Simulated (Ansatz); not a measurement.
Input and command of a calculation in Ansatz (plane waves; scalar-relativistic PAW potentials unless the input names others):

```yaml
crystal:
  lattice:
    - [1.841863, -5.892755, 0.0]
    - [1.841863, 5.892755, 0.0]
    - [0.0, 0.0, 4.5307026]
  atoms:
    - { symbol: As, position: [0.1180838375, 0.8819161625, 0.9670247939] }
    - { symbol: As, position: [0.6180838375, 0.3819161625, 0.5329752061] }
    - { symbol: As, position: [0.8819161625, 0.1180838375, 0.0329752061] }
    - { symbol: As, position: [0.3819161625, 0.6180838375, 0.4670247939] }
basis:
  ecutwfc: 420
kpoints:
  mp_grid: { grid: [10, 10, 8] }
hamiltonian:
  xc: pbe
scf:
  occupations: { method: gaussian, width: 0.05 }
  algorithm: density_mixing
output:
  forces: true
  eigenvalues: true
  stress: true
```

```bash
ansatz run input.yaml --threads 1 --pin off --max-ram 1331MiB --backend cpu --events-out ev --progress --plain --runs-dir out
```

Abridged log:
```
Basis set: ecut = 420 eV, 1931 PW (Γ), exchange–correlation on 90×90×64 points (8 copies of the dense FFT grid, shifted against one another)
Bands: 36, of which v1, the nominal top of the filled ones, is band 30 counted from 1 (29 counted from 0)
Symmetry: 8 space group operations
k-points: 155 of 800
SCF iter   1: F=—  HF=-19423.544777 eV  |F-HF|=—  |Δ(HF+E_count)|=         —  Δρ=2.17e-3  dr2=4.52e-3  ethr=1.77e-3  ⟨swp⟩=6.1  Hψ=21025  notcnv=0  defer=8
SCF iter   2: F=—  HF=-19423.544061 eV  |F-HF|=—  |Δ(HF+E_count)|=   7.16e-4  Δρ=1.36e-3  dr2=2.09e-3  ethr=7.54e-6  ⟨swp⟩=1.4  Hψ=7075  notcnv=0  defer=9
SCF iter   3: F=—  HF=-19423.543977 eV  |F-HF|=—  |Δ(HF+E_count)|=   8.42e-5  Δρ=2.36e-4  dr2=7.42e-5  ethr=3.48e-6  ⟨swp⟩=2.0  Hψ=6896  notcnv=0  defer=9
SCF iter   4: F=—  HF=-19423.543994 eV  |F-HF|=—  |Δ(HF+E_count)|=   1.69e-5  Δρ=1.35e-4  dr2=2.12e-5  ethr=1.24e-7  ⟨swp⟩=2.0  Hψ=9995  notcnv=0  defer=9
SCF iter   5: F=—  HF=-19423.543998 eV  |F-HF|=—  |Δ(HF+E_count)|=   4.19e-6  Δρ=5.01e-5  dr2=4.26e-6  ethr=3.53e-8  ⟨swp⟩=3.0  Hψ=10311  notcnv=0  defer=9
SCF iter   6: F=—  HF=-19423.543999 eV  |F-HF|=—  |Δ(HF+E_count)|=   8.94e-7  Δρ=1.32e-5  dr2=3.34e-7  ethr=7.11e-9  ⟨swp⟩=2.0  Hψ=6760  notcnv=0  defer=9
SCF iter   7: F=-19423.543999 eV  HF=-19423.543999 eV  |F-HF|=5.15e-9  |Δ(HF+E_count)|=   5.48e-8  Δρ=2.58e-6  dr2=1.69e-8  ethr=1.67e-10  ⟨swp⟩=7.0  Hψ=19733  notcnv=0
SCF 1 converged in 7 iterations: F = -19423.543999 eV  dr2 = 1.69e-8
SCF converged after 7 iterations
Free energy (F): -19423.543999 eV
Harris-Foulkes:  -19423.543999 eV  (|F-HF|=5.15e-9)
Internal energy: -19423.541698 eV  (E = F + TS)
E sigma→0 (E₀):  -19423.542849 eV
Entropy (-TS):   -0.002300 eV (-0.575 meV/atom)
Fermi energy:    8.281606 eV
--- Forces (eV/Å), atoms counted from 1 ---
  atom   1  As     0.00000000     0.97590678    -1.43980731
  atom   2  As     0.00000000     0.97590678     1.43980731
  atom   3  As     0.00000000    -0.97590678     1.43980731
  atom   4  As     0.00000000    -0.97590678    -1.43980731
--- Stress (GPa, compression-positive) ---
       -2.419414       0.000000       0.000000
        0.000000     -10.033074       0.000000
        0.000000       0.000000     -10.602924
  P = ⅓ Tr σ = -7.6851 GPa (-76.851 kbar)
```

Apart from outputs and empty bands, the input differs from a reference run on usual settings in scf.algorithm: not typed → "density_mixing". The reference, at the same geometry (not necessarily relaxed), gave pressure -7.69 GPa, largest force 1.739 eV/Å, no gap on the mesh. This run converged in 7 SCF iterations (reference: 7) with an energy at zero smearing within 0.01 meV/atom of the reference's, pressure -7.69 GPa, largest force 1.739 eV/Å, no gap on the mesh.